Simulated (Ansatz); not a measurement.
Crystal: TiTe.

```
Ti Te
1.0
     0.00000    3.05007    3.05007
     3.05007    0.00000    3.05007
     3.05007    3.05007    0.00000
Ti Te
1 1
Direct
  0.50000 0.50000 0.50000
  0.00000 0.00000 0.00000
```

The cell comes from a database or a generator and needn't be the stable form of this composition.

Base run:

```yaml
Program: Ansatz 0.2.0
Functional: r2SCAN
Potentials_or_basis: Ansatz PAW
Cutoff: "500 eV (not typed: the program's choice for these potentials)"
k_mesh: 8 × 8 × 8
Occupations: fermi-dirac, width 0.05 eV
Spin: no spin polarisation
Hubbard_terms: Ti d U = 2 eV
```

Its results: band gap on the k mesh none (metal or under the smearing width); pressure -9.7 GPa.

Q: The run is repeated on the same cell with these changes: hubbard terms from Ti d U = 2 eV to Ti d U = 6 eV. What comes out?

A: Band gap on the k mesh none (metal or under the smearing width); pressure -6.3 GPa.

Caveats: U without spin polarisation on a metal has little footing; the PAW data sets come from PBE, with cores solved anew for the run's functional, which leaves a small shift of forces and pressure; the U is typed as a test and isn't derived for this compound.
